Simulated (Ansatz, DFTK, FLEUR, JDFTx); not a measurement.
## Si: programs and potentials compared

```
CELL_PARAMETERS angstrom
0.00000 2.72185 2.72185
2.72185 0.00000 2.72185
2.72185 2.72185 0.00000
ATOMIC_POSITIONS crystal
Si 0.50000 0.50000 0.50000
Si 0.75000 0.75000 0.75000
```

Alike in all runs: task equation of state; functional RPBE; k mesh 8 × 8 × 8; occupations fermi-dirac, width 0.05 eV; no spin polarisation; no spin-orbit coupling.

```tsv
program and potentials	plane-wave cutoff (eV)	notes	equilibrium volume (Å³/atom)	bulk modulus (GPa)
Ansatz, Ansatz PAW	420	potentials made for PBE, which Ansatz adapts in part	20.82	85.2
DFTK, PseudoDojo SR PBE 0.5 stringent (PBE)	490	potentials made for PBE	20.59	85.8
JDFTx, PseudoDojo-SR-PBE-0.5-standard	490	potentials made for PBE	20.59	85.9
FLEUR, all-electron, FLAPW	-	-	20.81	85.0
```

The equilibrium volume spans 20.59 (DFTK, PseudoDojo SR PBE 0.5 stringent (PBE)) to 20.82 Å³/atom (Ansatz, Ansatz PAW), with all-electron results at 20.81. The bulk modulus spans 85.0 (FLEUR, all-electron, FLAPW) to 85.9 GPa (JDFTx, PseudoDojo-SR-PBE-0.5-standard), with all-electron results at 85.0. Some sets were made for another functional than the one run, which can shift their rows.

The functional is the same throughout but for its coding, so the spread measures potentials, basis and numerics; runs on potential files found faulty are left out.
